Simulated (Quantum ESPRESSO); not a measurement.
HfC:

```
Hf C
1.0
     0.00000    2.32500    2.32500
     2.32500    0.00000    2.32500
     2.32500    2.32500    0.00000
Hf C
1 1
Cartesian
  2.3250 2.3250 2.3250
  0.0000 0.0000 0.0000
```

```yaml
Program: Quantum ESPRESSO 7.5
Task: phonons
Functional: vdW-DF-cx
Potentials_or_basis: GBRV 1.5 PBE
Cutoff: 612 eV
Density_cutoff: 4898 eV
k_mesh: 10 × 10 × 10
Occupations: cold, width 0.2 eV
Spin: no spin polarisation
Mixing_beta: 0.5
Most_SCF_iterations: 120
SCF_threshold: 4e-10 Ry
```

The cell and the atoms were relaxed first, to 12.25 Å³/atom (a = 3.260 Å, b = 3.260 Å, c = 3.260 Å, α = 60.00°, β = 60.00°, γ = 60.00°), and the response was taken there.

**Question.** Which optical modes does the crystal have at the zone centre, and which show in infrared and Raman spectra?

**Answer.** The optical modes are T1u. Infrared active: T1u. None is Raman active.

Optical modes at Γ, degenerate ones joined:
| cm⁻¹ | components | symmetry | active in |
| --- | --- | --- | --- |
| 455 | 3 | T1u | IR |

Caveat: the potentials were made for another functional, which shifts forces and pressure.
